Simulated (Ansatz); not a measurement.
# ZnO (Pm-3m) in Ansatz: reference runs

Aim: a first look at ZnO with PBE, on the cell as given.

Everything below comes from runs of Ansatz 0.2.0. Logs are shortened: lines on timing, memory, paths and dates and some standing lists are left out, and cuts for length are marked.

### Step 1. The structure

It takes space group Pm-3m (No. 221, cubic). The conventional cell has a = 2.688 Å, b = 2.688 Å, c = 2.688 Å, α = 90.00°, β = 90.00°, γ = 90.00°. Around Zn (site symmetry m-3m) lie 8 O at 2.33 Å. Around O (site symmetry m-3m) lie 8 Zn at 2.33 Å.

The cell was built by a generator and needn't be a form met in nature.

### Step 2. Single point, PBE

Input file input.yaml:

```yaml
crystal:
  lattice:
    - [2.68821, 0.0, 0.0]
    - [0.0, 2.68821, 0.0]
    - [0.0, 0.0, 2.68821]
  atoms:
    - { symbol: Zn, position: [0.0, 0.0, 0.0] }
    - { symbol: O, position: [0.5, 0.5, 0.5] }
kpoints:
  mp_grid: { grid: [10, 10, 10] }
scf:
  occupations: { method: fermi_dirac, width: 0.05 }
hamiltonian:
  xc: pbe
  pseudopotentials: { kind: all_electron, lapw: { basis_error: 0.001 } }
output:
  forces: true
  stress: true
  eigenvalues: true
  populations: true
```

Potentials or basis: all-electron LAPW, scalar-relativistic.

The run is started by

```sh
ansatz run input.yaml --threads 1 --pin off --max-ram 3072MiB --backend cpu --events-out ev --progress --plain --runs-dir out
```

What it wrote:

```text
Warning: RAYON_NUM_THREADS=1 ignored (pool sized by the plan → 1); use --threads N
Zn: projections on atomic orbitals take those of the free atom 1s2 2s2 2p6 3s2 3p6 3d10 4s2, of charge +0.00 (hamiltonian.pseudopotentials.projection_atoms)
O: projections on atomic orbitals take those of the free atom 1s2 2s2 2p4, of charge +0.00 (hamiltonian.pseudopotentials.projection_atoms)
LAPW: plane waves up to 8.848 Å⁻¹, error target 1.0e-3 eV per atom; small_component_spin mean_spin; O in spheres of 1.059 Å, 6 of its electrons in bands, Dirac shells []; Zn in spheres of 1.269 Å, 20 of its electrons in bands, Dirac shells [] (how accurate: hamiltonian.pseudopotentials.lapw.basis_error, Limitations)
Engine: ansatz 0.2.0, aarch64-unknown-linux-gnu
Pseudopotentials: kind: all_electron
Pseudopotential: Zn, LAPW, valence charge 20, lapw/all_electron/scalar/gaussian/Zn, Koelling and Harmon's equation, gaussian nucleus
Pseudopotential: O, LAPW, valence charge 6, lapw/all_electron/scalar/gaussian/O, Koelling and Harmon's equation, gaussian nucleus
Functional definition: PBE
  parameter kappa = 0.804
  parameter beta = 0.06672455060314922
  exchange = pbe_x(kappa = kappa, mu = beta*pi^2/3)
  correlation = pbe_c(beta = beta)
Crystal: 2 atoms, lattice volume = 19.426 Å³
Basis set: ecut = 298.2462855541829 eV, 251 PW (Γ), exchange–correlation at level 2
Bands: 17, of which v1, the nominal top of the filled ones, is band 13 counted from 1 (12 counted from 0)
Symmetry: 48 space group operations
Space group: Pm-3m (ITA 221), of the structure as read, at distance tolerance 2.7e-5 Å
k-points: 56 of 1000
Non-local potential: Zn, projectors of the file, none
Non-local potential: O, projectors of the file, none
Initial density: superposition of atomic densities (chi_scale 0.1, normalization cell, long waves kept (reshape's long-wave potential 0.00 eV rms))
Initial wavefunctions: plane waves of lowest kinetic energy (no species holds an atomic orbital)
Functional: x = pbe(κ = 0.804, μ = 0.2195149727645171), c = pbe(β = 0.06672455060314922)
iter 1 solved again at ethr=1.13e-2 eV; its pass at ethr=1.00e-1 eV (dr2=2.93e0 eV) is discarded
SCF iter   1: F=—  HF=-50922.102445 eV  |F-HF|=—  |Δ(HF+E_count)|=         —  Δρ=1.07e-1  dr2=2.93e0  ethr=1.13e-2  ⟨swp⟩=2.1  Hψ=6202  notcnv=0
preconditioner: auto → none  [insulator: Δε(μ)=0.916 eV  Ē_g=15.797 eV  σ=0.050 eV  W_gap=1.00  n_scr=6 (ndim 8)  ℏωp=35.7 eV  f_vac=0.000  D(μ)=0.00/eV (n_scr^D=0)  ε∞_Penn≈6.1]
SCF iter   2: F=—  HF=-50921.158691 eV  |F-HF|=—  |Δ(HF+E_count)|=   9.44e-1  Δρ=4.37e-2  dr2=4.04e-1  ethr=1.13e-2  ⟨swp⟩=2.9  Hψ=3051  notcnv=0
SCF iter   3: F=—  HF=-50920.351104 eV  |F-HF|=—  |Δ(HF+E_count)|=   8.08e-1  Δρ=1.55e-2  dr2=6.41e-2  ethr=1.55e-3  ⟨swp⟩=2.9  Hψ=3078  notcnv=0
iter 4 solved again at ethr=1.07e-5 eV; its pass at ethr=2.47e-4 eV (dr2=2.78e-3 eV) is discarded
SCF iter   4: F=—  HF=-50920.334164 eV  |F-HF|=—  |Δ(HF+E_count)|=         —  Δρ=3.36e-3  dr2=2.78e-3  ethr=1.07e-5  ⟨swp⟩=2.0  Hψ=4812  notcnv=0
the basis was enlarged: its passes take 106.8 KiB over the memory plan, 1 of 1 planned eigensolver slots
SCF iter   5: F=—  HF=-50920.329056 eV  |F-HF|=—  |Δ(HF+E_count)|=   5.11e-3  Δρ=5.99e-4  dr2=8.66e-5  ethr=1.07e-5  ⟨swp⟩=2.0  Hψ=2689  notcnv=0
SCF iter   6: F=—  HF=-50920.328934 eV  |F-HF|=—  |Δ(HF+E_count)|=   1.21e-4  Δρ=4.64e-4  dr2=5.35e-5  ethr=3.33e-7  ⟨swp⟩=2.0  Hψ=2688  notcnv=0
SCF iter   7: F=—  HF=-50920.328934 eV  |F-HF|=—  |Δ(HF+E_count)|=   1.26e-7  Δρ=1.20e-4  dr2=3.56e-6  ethr=2.06e-7  ⟨swp⟩=2.0  Hψ=2689  notcnv=0
SCF iter   8: F=-50920.328934 eV  HF=-50920.328934 eV  |F-HF|=1.44e-8  |Δ(HF+E_count)|=   5.28e-8  Δρ=1.62e-5  dr2=6.47e-8  ethr=1.37e-8  ⟨swp⟩=2.0  Hψ=2689  notcnv=0
SCF 1 converged in 8 iterations: F = -50920.328934 eV  dr2 = 6.47e-8
SCF converged after 8 iterations
Free energy (F): -50920.328934 eV
Harris-Foulkes:  -50920.328934 eV  (|F-HF|=1.44e-8)
Internal energy: -50920.328330 eV  (E = F + TS)
E sigma→0 (E₀):  -50920.328632 eV
Entropy (-TS):   -0.000604 eV (-0.302 meV/atom)
Fermi energy:    12.959265 eV
--- Per-component energies (eV) ---
  E_band       = -499.154614
  E_kinetic    = 51815.698485
  E_xc         = -2183.517404
  E_electrostatic = -100552.509411  (all electrons and nuclei)
  E_smearing   = -0.000604  (= −TS)
  E_closure    = 0.000000  (closes the sum)
  E_atoms      = -50912.818409  (free atoms, spherical and without spin; not in F)
  Σ components = -50920.328934   (vs F -50920.328934, Δ=0.00e0)
  Basis errors (estimates in eV, not in F): energy 3.1e-4 per atom: plane waves 2.6e-4 (1.4e-4 summed), levels above the bands 1.5e-141, relativity 8.7e-8, radial functions 4.4e-5, core shells 1.8e-6; eigenvalues (radial functions only) 3.7e-5; not estimated: angular momenta, meshes, grids; target (lapw.basis_error) 1.0e-3; muffin-tin radii O 1.059 Å, Zn 1.269 Å
--- Forces (eV/Å), atoms counted from 1 ---
  atom   1  Zn    -0.00000000    -0.00000000     0.00000000
  atom   2  O      0.00000000    -0.00000000     0.00000000
  max |Σ_I F_I| component: 3.38e-30 eV/Å
--- Stress (GPa, compression-positive) ---
       -0.060553       0.000000       0.000000
        0.000000      -0.060553       0.000000
        0.000000       0.000000      -0.060553
  P = ⅓ Tr σ = -0.0606 GPa (-0.606 kbar)
--- Band table (eV; the first three rows and the last of 56) ---
  k-point 0: bands = ["-111.9667", "-66.1430", "-66.1430", "-66.1430", "-5.6554", "6.3094", "6.3094", "7.3901", "7.3901", "7.3901", "11.6036", "11.6036", "11.6036", "11.9555", "26.8609", "26.8609", "30.1331"]
  k-point 1: bands = ["-111.9666", "-66.1446", "-66.1428", "-66.1428", "-5.5565", "6.3221", "6.3265", "7.3251", "7.3251", "7.3933", "10.2644", "11.7205", "11.7205", "13.2172", "25.9630", "27.0065", "30.0017"]
  k-point 2: bands = ["-111.9663", "-66.1491", "-66.1425", "-66.1425", "-5.2821", "6.2549", "6.3553", "7.1667", "7.1667", "7.4018", "8.9626", "12.0200", "12.0200", "14.4931", "24.2185", "27.4460", "29.6144"]
  k-point 55: bands = ["-111.9633", "-66.1577", "-66.1577", "-66.1577", "-2.8669", "5.6667", "5.6667", "5.6667", "7.6526", "7.6526", "11.3780", "11.3780", "11.3780", "18.3103", "18.3103", "18.3103", "22.1128"]
--- Löwdin populations: 2 sites ---
  site symbol       q [e]
     0     Zn     28.6536
     1      O      9.1461
  spilling = 0.005270 (of n_electrons = 38.000000)
```

It took 6.3 s on 1 thread of Arm Neoverse V2, shared host; peak memory 0.28 GiB.

Results:

```
Free energy            : -50920.3289 eV
Pressure               : -0.1 GPa
Band gap on the k mesh : none (metal or under the smearing width)
Loewdin charges        : Zn +1.35; O -1.15 e
```

Caveat: the atomic charges don't sum to the cell's charge.
